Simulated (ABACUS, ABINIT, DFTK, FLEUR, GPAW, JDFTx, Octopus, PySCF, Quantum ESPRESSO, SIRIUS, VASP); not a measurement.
## AgCl: 12 runs at one level of theory

```
CELL_PARAMETERS angstrom
0.00000 2.73500 2.73500
2.73500 0.00000 2.73500
2.73500 2.73500 0.00000
ATOMIC_POSITIONS crystal
Ag 0.00000 0.00000 0.00000
Cl 0.50000 0.50000 0.50000
```

Alike in all runs: functional PBEsol; k mesh 8 × 8 × 8; occupations fermi-dirac, width 0.05 eV; no spin polarisation; no spin-orbit coupling. Pressure is positive in compression and, in plane waves, holds the error of the finite cutoff.

```csv
program and potentials,plane-wave cutoff (eV),notes,band gap (eV),pressure (GPa)
"SIRIUS, all-electron FP-LAPW, apw+lo standard",-,-,0.72,-
"JDFTx, PseudoDojo-SR-PBEsol-0.4.1-standard with smoothed tails",1116,13 valence electrons an atom on average,0.73,-0.75
"ABACUS, PseudoDojo NC SR 0.4.1 PBEsol standard, plane waves",1116,13 valence electrons an atom on average,0.73,-0.75
"PySCF, DZVP-MOLOPT-SR/GTH-PBE (potentials made for PBE)",-,atomic basis; potentials made for PBE; 9 valence electrons an atom on average,0.64,-
"Quantum ESPRESSO, GBRV 1.5 PBEsol",762,13 valence electrons an atom on average,0.72,-0.87
"GPAW, PAW data sets generated for this functional",600,12 valence electrons an atom on average,0.70,-0.58
"FLEUR, all-electron, FLAPW",-,-,0.73,-
"Octopus, pseudodojo_pbesol (PseudoDojo 0.4, PBEsol)",-,13 valence electrons an atom on average,0.73,-
"VASP, PBE PAW files Ag, Cl, 520 eV",520,potentials made for PBE; 9 valence electrons an atom on average,0.72,-0.78
"DFTK, PseudoDojo SR PBEsol 0.4.1 standard (PBEsol)",1116,13 valence electrons an atom on average,0.73,-0.75
"ABINIT, PseudoDojo NC SR PBEsol v0.4.1 standard",1116,13 valence electrons an atom on average,0.73,-0.75
"SIRIUS, PseudoDojo 0.4.1 PBEsol standard (scalar relativistic)",1127,13 valence electrons an atom on average,?,?
```

Problem. Estimate from the other rows what the run with SIRIUS, PseudoDojo 0.4.1 PBEsol standard (scalar relativistic) gave.

Solution. Band gap 0.73 eV; pressure -0.73 GPa. The other rows, which needn't bracket it: band gap 0.64 to 0.73; pressure -0.87 to -0.58.
